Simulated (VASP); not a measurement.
# Sn (I4_1/amd) in VASP: further runs, part 2 of 4

VASP 6.6.1. The steps go on from the part before.

## Step 3: Core levels, revPBE+D2, spin-orbit coupling, no magnetisation (atoms moved at random, drawn with an rms of 0.05 Å)

The input, INCAR:

```
SYSTEM = Sn
PREC = Accurate ; ENCUT = 520
EDIFF = 1E-7 ; ISMEAR = 1
SIGMA = 0.1 ; LREAL = .False.
LASPH = .True. ; NELM = 80
ALGO = Fast ; ISIF = 2
LWAVE = .False. ; LCHARG = .False.
MAGMOM = 0 0 0 0 0 0 ; LORBIT = 11
LSORBIT = .True. ; GGA_COMPAT = .False.
GGA = RE ; IVDW = 1
ICORELEVEL = 1
```

The input, KPOINTS:

```
Automatic mesh
0
Gamma
  7 7 7
  0 0 0
```

The input, POSCAR:

```
Sn
1.0
   -2.9401404553      2.9401404553      1.5993019889
    2.9401404553     -2.9401404553      1.5993019889
    2.9401404553      2.9401404553     -1.5993019889
Sn
2
Direct
   -0.0047820000      0.0038710000     -0.0050000000
    0.7448760000      0.2460860000      0.4952830000
```

Potentials or basis: VASP PAW PBE potentials, release 64 (Sn_d).

Started as:

```console
$ cat potpaw_PBE.64/Sn_d/POTCAR > POTCAR
$ mpirun -np 1 vasp_ncl > vasp.out
```

OUTCAR:

```text
SYSTEM = Sn
   PREC = Accurate
   ENCUT = 520
   EDIFF = 1E-7
   ISMEAR = 1
   LREAL = .False.
   LASPH = .True.
   NELM = 80
   ISIF = 2
   LORBIT = 11
   LSORBIT = .True.
   GGA = RE
   IVDW = 1
  IVDW =   1

 ion  position               nearest neighbor table
   1  0.995  0.004  0.995-   2 3.02   2 3.03   2 3.07   2 3.07
   2  0.745  0.246  0.495-   1 3.02   1 3.03   1 3.07   1 3.07

  LATTYP: Found a body centered tetragonal cell.
 ALAT       =     5.8802809106
 C/A-ratio  =     0.5439542815

  Lattice vectors:

 A1 = (  -2.9401404553,   2.9401404553,   1.5993019889)
 A2 = (   2.9401404553,  -2.9401404553,   1.5993019889)
 A3 = (   2.9401404553,   2.9401404553,  -1.5993019889)

Analysis of symmetry for initial positions (statically):
=====================================================================
 Subroutine PRICEL returns:
 Original cell was already a primitive cell.

 Routine SETGRP: Setting up the symmetry group for a
 body centered tetragonal supercell.

 Subroutine GETGRP returns: Found  2 space group operations
 (whereof  1 operations were pure point group operations)
 out of a pool of 16 trial point group operations.

The static configuration has the point symmetry C_1 .
 The point group associated with its full space group is S_2 .

Analysis of symmetry for dynamics (positions and initial velocities):
=====================================================================
 Subroutine PRICEL returns:
 Original cell was already a primitive cell.

 Routine SETGRP: Setting up the symmetry group for a
 body centered tetragonal supercell.
[... 501 lines left out ...]
     2.940140455  2.940140455 -1.599301989     0.170059903  0.170059903  0.000000000

 POSITION                                       TOTAL-FORCE (eV/Angst)
 -----------------------------------------------------------------------------------
      0.01074      5.84014      0.00654        -0.070287      0.078960     -0.008314
     -0.01031      2.92271      0.79274         0.070287     -0.078960      0.008314
 -----------------------------------------------------------------------------------
    total drift:                               -0.000029     -0.000023     -0.000011

  FREE ENERGIE OF THE ION-ELECTRON SYSTEM (eV)
  ---------------------------------------------------
  free  energy   TOTEN  =        -8.8960258356 eV

  energy  without entropy=       -8.8944692915  energy(sigma->0) =       -8.89550699

 Spin-Orbit-Coupling matrix elements

 Ion:    1  E_soc:     -0.1124599
 l=   1
     0.0000000    -0.0126734    -0.0125437
    -0.0126734     0.0000000    -0.0126990
    -0.0125437    -0.0126990     0.0000000
 l=   2
     0.0000000    -0.0012403     0.0000000    -0.0012395    -0.0048514
    -0.0012403     0.0000000    -0.0036597    -0.0012347    -0.0012143
     0.0000000    -0.0036597     0.0000000    -0.0036598     0.0000000
    -0.0012395    -0.0012347    -0.0036598     0.0000000    -0.0012142
    -0.0048514    -0.0012143     0.0000000    -0.0012142     0.0000000
 l=   3
     0.0000000     0.0000000     0.0000000     0.0000000     0.0000000     0.0000000     0.0000000
     0.0000000     0.0000000     0.0000000     0.0000000     0.0000000     0.0000000     0.0000000
     0.0000000     0.0000000     0.0000000     0.0000000     0.0000000     0.0000000     0.0000000
     0.0000000     0.0000000     0.0000000     0.0000000     0.0000000     0.0000000     0.0000000
     0.0000000     0.0000000     0.0000000     0.0000000     0.0000000     0.0000000     0.0000000
     0.0000000     0.0000000     0.0000000     0.0000000     0.0000000     0.0000000     0.0000000
     0.0000000     0.0000000     0.0000000     0.0000000     0.0000000     0.0000000     0.0000000

 Ion:    2  E_soc:     -0.1124599
 l=   1
     0.0000000    -0.0126734    -0.0125437
    -0.0126734     0.0000000    -0.0126990
    -0.0125437    -0.0126990     0.0000000
 l=   2
     0.0000000    -0.0012403     0.0000000    -0.0012395    -0.0048514
    -0.0012403     0.0000000    -0.0036597    -0.0012347    -0.0012143
     0.0000000    -0.0036597     0.0000000    -0.0036598     0.0000000
    -0.0012395    -0.0012347    -0.0036598     0.0000000    -0.0012142
    -0.0048514    -0.0012143     0.0000000    -0.0012142     0.0000000
 l=   3
     0.0000000     0.0000000     0.0000000     0.0000000     0.0000000     0.0000000     0.0000000
     0.0000000     0.0000000     0.0000000     0.0000000     0.0000000     0.0000000     0.0000000
     0.0000000     0.0000000     0.0000000     0.0000000     0.0000000     0.0000000     0.0000000
     0.0000000     0.0000000     0.0000000     0.0000000     0.0000000     0.0000000     0.0000000
     0.0000000     0.0000000     0.0000000     0.0000000     0.0000000     0.0000000     0.0000000
     0.0000000     0.0000000     0.0000000     0.0000000     0.0000000     0.0000000     0.0000000
     0.0000000     0.0000000     0.0000000     0.0000000     0.0000000     0.0000000     0.0000000

 total charge

# of ion       s       p       d       tot
------------------------------------------
    1        1.238   0.998   9.973  12.209
    2        1.238   0.998   9.973  12.209
--------------------------------------------------
tot          2.476   1.996  19.946  24.418

 magnetization (x)

# of ion       s       p       d       tot
------------------------------------------
    1       -0.000   0.000   0.000  -0.000
    2       -0.000   0.000   0.000  -0.000
--------------------------------------------------
tot         -0.000   0.000   0.000  -0.000

 magnetization (y)

# of ion       s       p       d       tot
------------------------------------------
    1       -0.000   0.000  -0.000  -0.000
    2       -0.000   0.000  -0.000  -0.000
--------------------------------------------------
tot         -0.000   0.000  -0.000  -0.000

 magnetization (z)

# of ion       s       p       d       tot
------------------------------------------
    1       -0.000  -0.000  -0.000  -0.000
    2       -0.000  -0.000  -0.000  -0.000
--------------------------------------------------
tot         -0.000  -0.000  -0.000  -0.000
```

OSZICAR:

```text
N       E                     dE             d eps       ncg     rms          rms(c)
DAV:   1     0.279439906219E+03    0.27944E+03   -0.14054E+04 12484   0.246E+03
DAV:   2     0.314878004905E+02   -0.24795E+03   -0.24400E+03 12400   0.591E+02
DAV:   3    -0.530939297322E+01   -0.36797E+02   -0.36189E+02 14016   0.199E+02
DAV:   4    -0.705999381587E+01   -0.17506E+01   -0.17416E+01 14396   0.475E+01
DAV:   5    -0.711730775187E+01   -0.57314E-01   -0.57211E-01 17612   0.823E+00    0.247E+00
RMM:   6    -0.710851470591E+01    0.87930E-02   -0.28992E-02 14352   0.240E+00    0.146E+00
RMM:   7    -0.710746255804E+01    0.10521E-02   -0.14122E-02 14463   0.159E+00    0.821E-01
RMM:   8    -0.710807916424E+01   -0.61661E-03   -0.33815E-03 15296   0.659E-01    0.940E-02
RMM:   9    -0.710815053011E+01   -0.71366E-04   -0.14636E-03 15435   0.583E-01    0.290E-02
RMM:  10    -0.710823605833E+01   -0.85528E-04   -0.83856E-04 20627   0.285E-01    0.245E-02
RMM:  11    -0.710824002836E+01   -0.39700E-05   -0.74209E-05 20543   0.818E-02    0.121E-02
RMM:  12    -0.710823915389E+01    0.87447E-06   -0.87173E-06 19027   0.332E-02    0.489E-03
RMM:  13    -0.710823870640E+01    0.44749E-06   -0.27631E-06 19213   0.159E-02    0.836E-04
RMM:  14    -0.710823858728E+01    0.11912E-06   -0.40625E-07 12426   0.565E-03    0.419E-04
RMM:  15    -0.710823854871E+01    0.38567E-07   -0.64150E-08  8307   0.341E-03
   1 F= -.88960258E+01 E0= -.88955070E+01  d E =-.155654E-02  mag=    -0.0000     0.0000    -0.0000
```

stdout:

```text
POSCAR found type information on POSCAR Sn
 POSCAR found :  1 types and       2 ions
[... 42 lines left out ...]
 num prob  num prob WARNING in EDDRMM: call to ZHEGV failed, returncode =   6  3     32
WARNING in EDDRMM: call to ZHEGV failed, returncode =   8  4     32
 num prob  num prob  num prob  num prob  num prob  num prob  num prob  num prob  num prob  num prob  num prob  num prob  num prob  num prob  num prob  num prob  num prob  num prob  num prob  num prob  num prob  num prob  num prob  num prob  num prob  num prob  num prob WARNING in EDDRMM: call to ZHEGV failed, returncode =   6  3     29
 num prob  num prob RMM:  15    -0.710823854871E+01    0.38567E-07   -0.64150E-08  8307   0.341E-03
```

Wall time 12 min (1 thread of AMD EPYC 9R45 (Zen 5), shared host); peak memory 0.64 GiB.

What came out:

- Free energy: -8.8960 eV
- Pressure: -2.3 GPa
- Largest force: 0.106 eV/Å
- Valence electrons inside the program's atomic spheres: Sn 12.21
- Dispersion energy per atom: -0.894 eV

Forces in eV/Å, atoms in the order of the input:
```
Sn  -0.070  0.079 -0.008
Sn   0.070 -0.079  0.008
```

Core levels (eV, on the scale of the bands):
```csv
atom,levels
1 Sn,"1s -28995.0, 2s -4366.5, 2p -3918.1, 3s -832.7, 3p -686.3, 3d -461.0, 4s -121.6, 4p -77.4"
2 Sn,"1s -28995.0, 2s -4366.5, 2p -3918.1, 3s -832.7, 3p -686.3, 3d -461.0, 4s -121.6, 4p -77.4"
```

Caveat: the PAW data sets were made with another functional, which shifts forces and pressure a little.

(Part 2 of 4 ends here.)
